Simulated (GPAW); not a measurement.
Crystal: FeO (Wuestite).

```
Fe O
1.0
     0.00000    4.31080    4.31080
     2.15540    0.00000    2.15540
     2.15540    2.15540    0.00000
Fe O
2 2
Direct
  0.00000 0.00000 0.00000
  0.50000 0.00000 0.00000
  0.25000 0.50000 0.50000
  0.75000 0.50000 0.50000
```

Alike in all runs: program GPAW 26.7.0; functional PBEsol; potentials or basis PAW data sets generated in the run's folder for this functional; cutoff 800 eV; basis pw; k mesh 11 × 11 × 11; occupations fermi-dirac, width 0.05 eV.

Starts and where they ended:

```csv
start,free energy over the lowest (meV/atom),net moment (μB),site or absolute moments (μB),gap
no spin polarisation,712.5,-,-,none (metal or under the smearing width)
"collinear spin, ferromagnetic start of up to 3 μB",0.0,8.00,Fe +3.54; O +0.24,none (metal or under the smearing width)
"collinear spin, ferromagnetic start of up to 4.5 μB",0.0,8.00,Fe +3.54; O +0.24,none (metal or under the smearing width)
```

Allowing spin polarisation gains 713 meV/atom. A still lower state may exist.

Caveats: semilocal functionals often make such compounds metallic where correlation or magnetic order opens a gap, which also shifts bond lengths.
